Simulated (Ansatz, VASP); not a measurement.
## One calculation of TiAl3, two programs

```xyz
4
Lattice="-1.9111 1.9111 4.2807 1.9111 -1.9111 4.2807 1.9111 1.9111 -4.2807" Properties=species:S:1:pos:R:3 pbc="T T T"
Ti    0.0000    0.0000    0.0000
Al    0.0000    0.0000    4.2807
Al    0.0000    1.9111    2.1403
Al    1.9111    0.0000    2.1403
```

The cell comes from a database or a generator and needn't be the stable form of this composition.

Alike in both runs: task single point; functional LDA; k mesh 6 × 6 × 6; occupations gaussian, width 0.1 eV; no spin polarisation.

```csv
,VASP,Ansatz
version,VASP 6.6.1,Ansatz 0.2.0
potentials or method,"VASP PAW LDA potentials, release 64 (Ti_sv, Al)","scalar-relativistic, plane waves, PAW"
plane-wave cutoff (eV),520,420
valence electrons in the cell,21,21
```

```tsv
	VASP	Ansatz	Ansatz less VASP
gap on the k mesh at the Fermi level (eV)	none	none	-
pressure (GPa)	-3.3	-3.5	-0.17
largest component of the traceless stress (GPa)	0.49	0.48	-0.002
```

A gap of «none» marks a metal or a gap that the smearing closes. Ansatz warned: «pseudo_functional_mismatch».

Caveats: the k mesh is coarse (spacing up to 0.39 Å⁻¹), so the values aren't converged.
